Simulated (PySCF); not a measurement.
Atom-mapped SMILES (the numbers label the heavy atoms): `[OH:1][CH2:2][CH2:3][OH:4]`. Hydrogens are named by the atom that carries them.

Geometry: PBE0-D3(BJ)/def2-SVP; GIAO shifts from PySCF 2.14, gas phase, non-relativistic, averaged over equivalent atoms.

At PBE0/def2-TZVP (160 basis functions, 10 s wall time on 1 thread of an Arm Neoverse V2, shared host):
```csv
atoms,δ (ppm)
O1/O4,18.6
C2/C3,65.7
H(C2)/H(C3),3.64
H(O1)/H(O4),0.83
```

Chemical shifts δ = σref − σ; 17O (σ = 332.57 ppm) against H2O; TMS for 13C (σ = 186.65 ppm), 1H (σ = 31.48 ppm), all at this level.

Q: Predict the values at KT2/pcSseg-2 on the same geometry.

A: 
```
      atoms  δ at KT2/pcSseg-2  change
      O1/O4               24.0    +5.4
      C2/C3               68.5    +2.8
H(C2)/H(C3)               3.81   +0.17
H(O1)/H(O4)               1.16   +0.33
```

δ = σ(ref) − σ, references computed at the same level: H2O for 17O (324.36 ppm); 13C (182.28 ppm), 1H (31.18 ppm) against TMS.

The largest change is at O1/O4 (alcohol oxygen). Cost: 228 basis functions, 22 s wall time on 1 thread of an x86-64 server CPU, shared host.

Experimental scales use liquid or dissolved standards, which lie at an offset from isolated H2O (liquid H2O: subtract about 36 ppm).
